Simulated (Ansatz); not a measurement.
Runs of Ansatz 0.2.0 on Fe. The structure is cubic, space group Im-3m (No. 229). Conventional cell: a = 2.886 Å, b = 2.886 Å, c = 2.886 Å, α = 90.00°, β = 90.00°, γ = 90.00°. Fe (site symmetry m-3m) is surrounded by 8 Fe at 2.50 Å. 

```csv
task,potentials or basis,cutoff (eV),basis error allowed,pressure (GPa),moment (μB)
band structure,"all-electron LAPW, non-relativistic",303,0.001 eV/atom,(a),2.29
band structure,all-electron PAW datasets made for the crystal,300,-,-18.1,2.25
band structure,"all-electron LAPW, inner shells corrected to Dirac's equation",303,0.001 eV/atom,-18.1,2.25
single point,"all-electron LAPW, scalar-relativistic",303,0.001 eV/atom,-18.1,2.25
band structure,"all-electron LAPW, scalar-relativistic",303,0.001 eV/atom,-18.1,2.25
```

Alike in all rows: level PBEsol; spin collinear, ferromagnetic start; cell as given; k mesh 13 × 13 × 13; smearing fermi-dirac 0.05 eV.

Q: Estimate the missing entries.

A: (a) -14.3.
